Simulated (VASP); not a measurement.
Ge, 2 atoms in the cell. It takes space group Fd-3m (No. 227, cubic). Conventional cell: a = 5.658 Å, b = 5.658 Å, c = 5.658 Å, α = 90.00°, β = 90.00°, γ = 90.00°. Around Ge (site symmetry -43m) lie 4 Ge at 2.45 Å. The cell was built by a generator and needn't be a form met in nature.

```yaml
Program: VASP 6.6.1
Task: phonons
Functional: LDA
Potentials_or_basis: VASP PAW LDA potentials, release 64 (Ge_d)
Cutoff: 600 eV
k_mesh: 24 × 24 × 24
Occupations: fermi-dirac, width 0.03 eV
Spin: no spin polarisation
Relax_isif: 2
Holes_per_cm³: 3e+20
Further_INCAR_settings: ALGO = Fast; EDIFF = 1e-08; IBRION = 8; NSW = 1; NELECT = 27.98642
```

Potentials or basis: VASP PAW LDA potentials, release 64 (Ge_d).

Launch:

```bash
$ cat potpaw_LDA.64/Ge_d/POTCAR > POTCAR
$ cp INCAR.step1 INCAR
$ mpirun -np 2 vasp_std > vasp.out
$ cp CONTCAR POSCAR
$ cp INCAR.step2 INCAR
$ mpirun -np 2 vasp_std > vasp.out
```

Hardware: 2 MPI ranks on AMD EPYC 9R45 96-Core Processor (Zen 5) (shared host).

Q: Estimate the wall time of this run.

A: Run time: 27 min on 2 MPI ranks on AMD EPYC 9R45 96-Core Processor (Zen 5), on a shared host, peak memory 3.2 GiB a rank. Counts: scf iterations 43, k points 413, ion steps 1.
